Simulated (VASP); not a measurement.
# CdS in VASP: one cell, several levels of theory, part 2 of 2

The system is CdS in the rocksalt structure, a generated structure that needn't be the ground state.

VASP 6.6.1, plane waves, PAW. The steps go on from the part before.

### Step 3. r2SCAN at this geometry

File INCAR:

```
ENCUT = 520.000000
SIGMA = 0.010000
EDIFF = 1.00e-07
ALGO = Normal
METAGGA = R2SCAN
PREC = Accurate
IBRION = -1
ISIF = 2
ISMEAR = 0
NBANDS = 16
NELM = 120
NSW = 0
LASPH = .TRUE.
LCHARG = .FALSE.
LWAVE = .FALSE.
LREAL = .FALSE.
```

File KPOINTS:

```
KPOINTS created by Atomic Simulation Environment
0
Gamma
8 8 8
0 0 0
```

File KPOINTS_OPT:

```
special points
8
Reciprocal
0.0000000000 0.0000000000 0.0000000000 1
0.5000000000 0.0000000000 0.5000000000 1
0.6250000000 0.2500000000 0.6250000000 1
0.3750000000 0.3750000000 0.7500000000 1
0.5000000000 0.5000000000 0.5000000000 1
0.5000000000 0.2500000000 0.7500000000 1
0.0000000000 0.1979170000 -0.2005210000 1
0.0000000000 0.5000000000 0.5000000000 1
```

File POSCAR:

```
Cd S
 1.0000000000000000
     0.0000000000000000    2.8699323128000001    2.8699323128000001
     2.8699323128000001    0.0000000000000000    2.8699323128000001
     2.8699323128000001    2.8699323128000001    0.0000000000000000
 Cd  S
   1   1
Cartesian
  0.0000000000000000  0.0000000000000000  0.0000000000000000
  2.8699323128000001  2.8699323128000001  2.8699323128000001
```

The run is started by

```bash
$ mpirun -np 1 vasp_std
```

Printed to the terminal (iteration lines stand in OSZICAR):

```text
POSCAR found type information on POSCAR CdS
 POSCAR found :  2 types and       2 ions
 -----------------------------------------------------------------------------
|                                                                             |
|                                                                             |
|     You enforced a specific xc type in the INCAR file but a different       |
|     I HOPE YOU KNOW WHAT YOU ARE DOING!                                     |
|                                                                             |
 -----------------------------------------------------------------------------

 LDA part: xc-table for (None), standard interpolation
 POSCAR, INCAR and KPOINTS ok, starting setup
 FFT: planning ... GRIDC
 FFT: planning ... GRID_SOFT
 FFT: planning ... GRID
 WAVECAR not read
 entering main loop
 Start KPOINTS_OPT (optional k-point list driver)
k-point batch [1-8\8]
```

OSZICAR:

```text
N       E                     dE             d eps       ncg     rms          rms(c)
DAV:   1     0.820437209232E+02    0.82044E+02   -0.91351E+03   944   0.106E+03
DAV:   2    -0.302350775847E+02   -0.11228E+03   -0.10497E+03  1144   0.257E+02
DAV:   3    -0.345019081100E+02   -0.42668E+01   -0.42581E+01  1104   0.523E+01
DAV:   4    -0.345238747870E+02   -0.21967E-01   -0.21965E-01  1176   0.372E+00
DAV:   5    -0.345241156741E+02   -0.24089E-03   -0.24089E-03  1136   0.367E-01    0.520E+00
DAV:   6    -0.293254824294E+02    0.51986E+01   -0.34498E+00   976   0.248E+01    0.738E+00
DAV:   7    -0.292922496991E+02    0.33233E-01   -0.26119E-01  1104   0.513E+00    0.436E+00
DAV:   8    -0.293181124048E+02   -0.25863E-01   -0.64871E-02  1016   0.269E+00    0.106E+00
DAV:   9    -0.293244901834E+02   -0.63778E-02   -0.80199E-03  1064   0.820E-01    0.236E-01
DAV:  10    -0.293247972388E+02   -0.30706E-03   -0.25439E-03  1120   0.467E-01    0.173E-01
DAV:  11    -0.293247041326E+02    0.93106E-04   -0.20801E-04  1048   0.177E-01    0.825E-02
DAV:  12    -0.293246940728E+02    0.10060E-04   -0.21542E-04  1104   0.148E-01    0.563E-02
DAV:  13    -0.293246870876E+02    0.69853E-05   -0.12247E-05  1088   0.419E-02    0.477E-03
DAV:  14    -0.293246871056E+02   -0.18005E-07   -0.19671E-07  1144   0.376E-03
   1 F= -.29324687E+02 E0= -.29324687E+02  d E =-.250204E-19
       N       E                     dE             ncg
DAV:   1     0.858374770888E+03   -0.38584E+04      264
DAV:   2    -0.393882818977E+02   -0.89776E+03      288
DAV:   3    -0.719956831921E+02   -0.32607E+02      344
DAV:   4    -0.721598370035E+02   -0.16415E+00      288
DAV:   5    -0.721617003353E+02   -0.18633E-02      368
DAV:   6    -0.721617293720E+02   -0.29037E-04      288
DAV:   7    -0.721617299605E+02   -0.58855E-06      368
DAV:   8    -0.721617299723E+02   -0.11765E-07      232
```

OUTCAR, selected sections:

```text
k-points           NKPTS =     29   k-points in BZ     NKDIM =     29   number of bands    NBANDS=     16

   NELECT =      18.0000    total number of electrons

   dimension x,y,z NGX =    30 NGY =   30 NGZ =   30
   dimension x,y,z NGXF=    60 NGYF=   60 NGZF=   60

  energy-cutoff  :      520.00
  volume of cell :       47.28
      direct lattice vectors                 reciprocal lattice vectors
     0.000000000  2.869932313  2.869932313    -0.174220137  0.174220137  0.174220137
     2.869932313  0.000000000  2.869932313     0.174220137 -0.174220137  0.174220137
     2.869932313  2.869932313  0.000000000     0.174220137  0.174220137 -0.174220137

 k-points in reciprocal lattice and weights: KPOINTS created by Atomic Simulation Env
   0.00000000  0.00000000  0.00000000       0.002
   0.12500000  0.00000000  0.00000000       0.016
   0.25000000  0.00000000  0.00000000       0.016
   0.37500000  0.00000000  0.00000000       0.016
   0.50000000  0.00000000  0.00000000       0.008
   0.12500000  0.12500000  0.00000000       0.012
   0.25000000  0.12500000  0.00000000       0.047
   0.37500000  0.12500000  0.00000000       0.047
[... 21 more k-points ...]

 E-fermi :   1.4364

 k-point     1 :       0.0000    0.0000    0.0000
  band No.  band energies     occupation
      1     -11.0057      2.00000
      2      -6.3057      2.00000
      3      -6.3057      2.00000
      4      -6.3057      2.00000
      5      -6.2990      2.00000
      6      -6.2990      2.00000
      7       0.8884      2.00000
      8       0.8884      2.00000
      9       0.8884      2.00000
     10       2.2541      0.00000
     11      11.0109      0.00000
     12      11.0109      0.00000
     13      11.0109      0.00000
     14      12.6698      0.00000
     15      12.6699      0.00000
     16      12.6699      0.00000

 k-point     2 :       0.1250    0.0000    0.0000
  band No.  band energies     occupation
      1     -10.9039      2.00000
      2      -6.3297      2.00000
      3      -6.3297      2.00000
      4      -6.3126      2.00000
      5      -6.2861      2.00000
      6      -6.2861      2.00000
      7      -0.1814      2.00000
      8       0.9501      2.00000
      9       0.9501      2.00000
     10       3.3479      0.00000
     11       9.8036      0.00000
     12      10.6030      0.00000
     13      10.6030      0.00000
     14      11.8656      0.00000
     15      11.8656      0.00000
     16      12.4928      0.00000

 k-point     3 :       0.2500    0.0000    0.0000
  band No.  band energies     occupation
      1     -10.6373      2.00000
      2      -6.3998      2.00000
      3      -6.3998      2.00000
      4      -6.3372      2.00000
      5      -6.2411      2.00000
      6      -6.2411      2.00000
      7      -1.5145      2.00000
      8       1.1077      2.00000
      9       1.1077      2.00000
     10       4.6667      0.00000
     11       8.4318      0.00000
     12       9.2334      0.00000
     13       9.2334      0.00000
     14      12.3105      0.00000
     15      12.5448      0.00000
     16      12.5448      0.00000

 k-point     4 :       0.3750    0.0000    0.0000
  band No.  band energies     occupation
      1     -10.3324      2.00000
      2      -6.4681      2.00000
      3      -6.4680      2.00000
      4      -6.3809      2.00000
      5      -6.1955      2.00000
      6      -6.1955      2.00000
      7      -2.4695      2.00000
      8       1.2810      2.00000
      9       1.2810      2.00000
     10       5.3579      0.00000
     11       7.7497      0.00000
     12       8.2150      0.00000
     13       8.2150      0.00000
     14      12.8725      0.00000
     15      13.8223      0.00000
     16      13.8223      0.00000

 k-point     5 :       0.5000    0.0000    0.0000
  band No.  band energies     occupation
      1     -10.1910      2.00000
      2      -6.4958      2.00000
      3      -6.4958      2.00000
      4      -6.4085      2.00000
      5      -6.1764      2.00000
      6      -6.1764      2.00000
      7      -2.8185      2.00000
      8       1.3589      2.00000
      9       1.3589      2.00000
     10       5.4601      0.00000
     11       7.6383      0.00000
     12       7.8477      0.00000
     13       7.8477      0.00000
     14      13.6669      0.00000
     15      14.7708      0.00000
     16      14.7709      0.00000

[... the tables of k-points 6 to 29 left out ...]

  Total       -2.5494118     -2.5494118     -2.5494118      0.0000000      0.0000000     -0.0000000
  in kB      -86.3983837    -86.3983837    -86.3983837      0.0000000      0.0000000     -0.0000000
  external PRESSURE =     -86.3983837 kB  Pullay stress =       0.0000000 kB

 POSITION                                       TOTAL-FORCE (eV/Angst)
 -----------------------------------------------------------------------------------
      0.00000      0.00000      0.00000        -0.000000      0.000000     -0.000000
      2.86993      2.86993      2.86993         0.000000     -0.000000      0.000000
 -----------------------------------------------------------------------------------
    total drift:                               -0.000000      0.000000      0.000000

  FREE ENERGIE OF THE ION-ELECTRON SYSTEM (eV)
  ---------------------------------------------------
  free  energy   TOTEN  =       -29.3246871056 eV

  energy  without entropy=      -29.3246871056  energy(sigma->0) =      -29.32468711
```

Hardware: 1 MPI rank of Intel Xeon 6975P-C, shared host.

The levels at the points of KPOINTS_OPT are read from vasprun.xml.

Band energies at the special points (eV, zero at the top of v, the last band that the electrons fill by count):

| point | v−1 | v | c | c+1 |
| --- | --- | --- | --- | --- |
| Γ | -0.50 | -0.50 | 0.87 | 9.62 |
| X | -1.65 | -1.65 | 0.65 | 6.56 |
| U | -2.91 | -1.08 | 2.35 | 6.91 |
| K | -2.91 | -1.08 | 2.35 | 6.91 |
| L | -0.03 | -0.03 | 4.07 | 6.25 |
| W | -2.58 | -2.33 | 3.31 | 7.02 |

r2SCAN gives an indirect gap of 0.65 eV, from (0.00, 0.20, -0.20) to X; the least direct gap is 1.37 eV. Pressure: -8.64 GPa; the forces vanish within 0.01 eV/Å.

### Step 4. Results

What follows sums up all 2 parts.

```
 level  gap (eV)  pressure (GPa)  Ansatz: gap (eV)  Ansatz: pressure (GPa)
   PBE      0.19           -6.71              0.20                   -6.91
r2SCAN      0.65           -8.64              0.67                   -8.86
```

**Reading.** The gap runs from 0.19 eV (PBE) to 0.65 eV (r2SCAN). At this one volume the pressure spans -8.6 GPa (r2SCAN) to -6.7 GPa (PBE): PBE wants the largest cell and r2SCAN the smallest. The two programs agree on the gap within 0.03 eV, far less than the spread between functionals. Datasets and cutoffs are each program's own. VASP's cell holds 18 valence electrons and Ansatz's 26.
